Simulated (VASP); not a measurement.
Wanted: the native input for a VASP 6.6.1 run.

* Task: band structure
* Functional: PBEsol
* Potentials or basis: VASP PAW PBE potentials, release 64 (In_d, Sb)
* Cutoff: 520 eV
* k mesh: 8 × 8 × 8
* Occupations: gaussian, width 0.02 eV
* Spin: no spin polarisation
* Further INCAR settings: ALGO = Normal; EDIFF = 1e-07; NBANDS = 16

The structure of InSb lies in POSCAR:

```
InSb                                    
1.0
    0.0000000000      3.2601865216      3.2601865216
    3.2601865216      0.0000000000      3.2601865216
    3.2601865216      3.2601865216      0.0000000000
  In              Sb            
     1     1
Direct
     0.0000000000000000    0.0000000000000000    0.0000000000000000
     0.2500000000000000    0.2500000000000000    0.2500000000000000
```

The input as run:

INCAR

```
SYSTEM = InSb
PREC     = Accurate       ! precision mode
ENCUT    = 520            ! plane-wave cutoff, eV
EDIFF    = 1E-7           ! SCF threshold, eV
ISMEAR   = 0              ! smearing method
SIGMA    = 0.02           ! smearing width, eV
LREAL    = .FALSE.        ! projectors in reciprocal space
LASPH    = .TRUE.         ! aspherical terms in the spheres
NELM     = 80             ! most SCF steps
ALGO     = Normal         ! electronic algorithm
ISIF     = 2              ! what is computed and relaxed
LWAVE    = .FALSE.        ! write WAVECAR
LCHARG   = .FALSE.        ! write CHGCAR
GGA      = PS             ! functional
NBANDS   = 16             ! bands
```

KPOINTS

```
Automatic mesh
0
G
  8 8 8
  0 0 0
```

KPOINTS_OPT

```
path GXWKGLUWLK,UX
10
line-mode
reciprocal
 0.0000000000  0.0000000000  0.0000000000  G
 0.5000000000  0.0000000000  0.5000000000  X

 0.5000000000  0.0000000000  0.5000000000  X
 0.5000000000  0.2500000000  0.7500000000  W

 0.5000000000  0.2500000000  0.7500000000  W
 0.3750000000  0.3750000000  0.7500000000  K

 0.3750000000  0.3750000000  0.7500000000  K
 0.0000000000  0.0000000000  0.0000000000  G

 0.0000000000  0.0000000000  0.0000000000  G
 0.5000000000  0.5000000000  0.5000000000  L

 0.5000000000  0.5000000000  0.5000000000  L
 0.6250000000  0.2500000000  0.6250000000  U

 0.6250000000  0.2500000000  0.6250000000  U
 0.5000000000  0.2500000000  0.7500000000  W

 0.5000000000  0.2500000000  0.7500000000  W
 0.5000000000  0.5000000000  0.5000000000  L

 0.5000000000  0.5000000000  0.5000000000  L
 0.3750000000  0.3750000000  0.7500000000  K

 0.6250000000  0.2500000000  0.6250000000  U
 0.5000000000  0.0000000000  0.5000000000  X
```

Potentials or basis: VASP PAW PBE potentials, release 64 (In_d, Sb).

Command:

```sh
$ cat potpaw_PBE.64/In_d/POTCAR potpaw_PBE.64/Sb/POTCAR > POTCAR
$ mpirun -np 1 vasp_std > vasp.out
```

Results of the run:

```json
{
 "Pressure": "0.0 GPa",
 "Band gap along the path": "none (metal or under the smearing width)"
}
```

Caveat: the PAW data sets were made with another functional, which shifts forces and pressure a little; spin-orbit coupling is left out, which moves the levels of the heavy elements; this crystal is a semiconductor, whose small gap the functional closes, so the metal is an error of the method.

It took 44 s on 1 thread of Intel(R) Xeon(R) Platinum 8488C (Sapphire Rapids), with other jobs on the host, peak memory 0.22 GiB.
